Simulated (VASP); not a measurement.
A run of VASP 6.6.1 is set up as follows.

INCAR

```
PREC = Accurate
ENCUT = 600
EDIFF = 1E-6
ISMEAR = -1
SIGMA = 0.05
LREAL = F
LASPH = T
NELM = 100
ALGO = Normal
ISIF = 3
LWAVE = F
LCHARG = F
ISPIN = 2
MAGMOM = 1 0
LORBIT = 11
LMAXMIX = 4
GGA = B5
ALDAX = 1.0
AGGAX = 1.0
AGGAC = 1.0
ALDAC = 0.0
IVDW = 12
VDW_S6 = 1.0
VDW_S8 = 2.6996
VDW_A1 = 0.4298
VDW_A2 = 4.2359
IBRION = 2
NSW = 40
EDIFFG = -0.005
```

KPOINTS

```
regular mesh
0
Gamma
  11 11 11
```

File POSCAR:

```
NiO
1.0
    0.0000000000      2.0859016414      2.0859016414
    2.0859016414      0.0000000000      2.0859016414
    2.0859016414      2.0859016414      0.0000000000
Ni O
1 1
Direct
    0.0000000000      0.0000000000      0.0000000000
    0.5000000000      0.5000000000      0.5000000000
```

Potentials or basis: VASP PAW PBE potentials, release 64 (Ni, O).

Launch:

```sh
$ cat potpaw_PBE.64/Ni/POTCAR potpaw_PBE.64/O/POTCAR > POTCAR
$ mpirun -np 1 vasp_std > vasp.out
```

Task: Estimate the net moment.

Result: 1.70 μB per cell.

Task: Estimate the relaxed volume.

Result: 9.31 Å³/atom.

Task: What does it give for the space group after relaxing (to 0.05 Å)?

Result: Fm-3m (No. 225).

The path:
```
step  energy change (eV)  largest force (eV/Å)  pressure (GPa)  volume (Å³)
   1              0.0000                0.0000            5.84        18.15
   2             -0.0030                0.0000           -4.16        19.03
   3             -0.0084                0.0000           -0.06        18.63
```

Caveat: the PAW data sets were made with another functional, which shifts forces and pressure a little; a cell with one magnetic atom can't hold antiferromagnetic order, which such compounds often take; pairwise dispersion overbinds metals, which lowers pressure and volume. Zero-point motion and thermal expansion aren't in these numbers.
